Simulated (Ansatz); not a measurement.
**Ca in Ansatz: convergence with ecutfock ratio**

The system is Ca.

```xyz
1
Lattice="0.0000 2.7942 2.7942 2.7942 0.0000 2.7942 2.7942 2.7942 0.0000" Properties=species:S:1:pos:R:3 pbc="T T T"
Ca    0.0000    0.0000    0.0000
```

```yaml
Program: Ansatz 0.2.0
Task: convergence study
Functional: HSE06
Potentials_or_basis: Ansatz PAW
Cutoff: 420 eV
Density_cutoff: 1680 eV
k_mesh: 4 × 4 × 4
Occupations: gaussian, width 0.05 eV
Spin: no spin polarisation
```

These are the settings of the first run; the series varies ecutfock ratio, with any setting tied to it.

Hardware: 2 threads of Arm Neoverse V2, on a shared host.

```tsv
ecutfock ratio	energy less the tightest run, at zero smearing (meV/atom)	SCF cycles	CPU time (s)	peak memory (GiB)
1	-0.11	13	4	0.38
2	0.00	13	5	0.41
3	0.00	13	5.4	0.43
4	0.00	13	5.4	0.44
```

Against the tightest run, the energy stays within 1 meV/atom from 1 on. The tightest run that finished is the yardstick and may itself not be fully converged.

Caveat, for the tightest run too: the k mesh is coarse (spacing up to 0.49 Å⁻¹), so the values aren't converged, least of all with exact exchange.
